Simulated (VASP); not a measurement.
# From an Ansatz input to VASP: Sn (strained diamond)

Ansatz input

```yaml
crystal:
  lattice:
    - [0.0, 3.2844597802, 3.4486827693]
    - [3.2844597802, 0.0, 3.4486827693]
    - [3.2844597802, 3.2844597802, 0.0]
  atoms:
    - { symbol: Sn, position: [0.0, 0.0, 0.0] }
    - { symbol: Sn, position: [0.25, 0.25, 0.25] }
kpoints:
  mp_grid: { grid: [6, 6, 6] }
  band_path:
    path:
      - [0.0, 0.0, 0.0]
      - [0.5, 0.0, 0.5]
      - [0.625, 0.25, 0.625]
      - [0.375, 0.375, 0.75]
      - [0.5, 0.5, 0.5]
      - [0.5, 0.25, 0.75]
      - [0.0, 0.0, 0.5]
    npoints: 1
hamiltonian:
  xc: r2scan
scf:
  occupations: { method: fermi_dirac, width: 0.02 }
  n_extra_bands: 4
output:
  forces: true
  stress: true
  eigenvalues: true
```

Task: Translate this input to VASP.

Result: 

INCAR

```
NELM = 120
LASPH = .TRUE.
LCHARG = .FALSE.
LREAL = .FALSE.
NBANDS = 21
NSW = 0
ENCUT = 520
ISIF = 2
SIGMA = 0.02
ALGO = Normal
ISMEAR = -1
IBRION = -1
PREC = Accurate
METAGGA = R2SCAN
LWAVE = .FALSE.
EDIFF = 1E-7
```

KPOINTS

```
KPOINTS created by Atomic Simulation Environment
0
Gamma
6 6 6
0 0 0
```

KPOINTS_OPT

```
special points
7
Reciprocal
0.0000000000 0.0000000000 0.0000000000 1
0.5000000000 0.0000000000 0.5000000000 1
0.6250000000 0.2500000000 0.6250000000 1
0.3750000000 0.3750000000 0.7500000000 1
0.5000000000 0.5000000000 0.5000000000 1
0.5000000000 0.2500000000 0.7500000000 1
0.0000000000 0.0000000000 0.5000000000 1
```

POSCAR

```
Sn
 1.0000000000000000
     0.0000000000000000    3.2844597802000002    3.4486827693000000
     3.2844597802000002    0.0000000000000000    3.4486827693000000
     3.2844597802000002    3.2844597802000002    0.0000000000000000
 Sn
   2
Cartesian
  0.0000000000000000  0.0000000000000000  0.0000000000000000
  1.6422298901000001  1.6422298901000001  1.7243413846500000
```

VASP ran with the recommended PBE PAW datasets (28 valence electrons in the cell). Other inputs would serve too.

|  | Ansatz | VASP |
| --- | --- | --- |
| gap between bands v and c | -0.18 eV (bands overlap: a metal) | -0.18 eV (bands overlap: a metal) |
| least direct gap | 0.00 eV | 0.00 eV |
| pressure | -1.9 GPa | -1.9 GPa |

The two codes use different PAW datasets and cutoffs. VASP's cell holds 28 valence electrons and Ansatz's 28. Ansatz's stress includes a Pulay correction; VASP's doesn't.
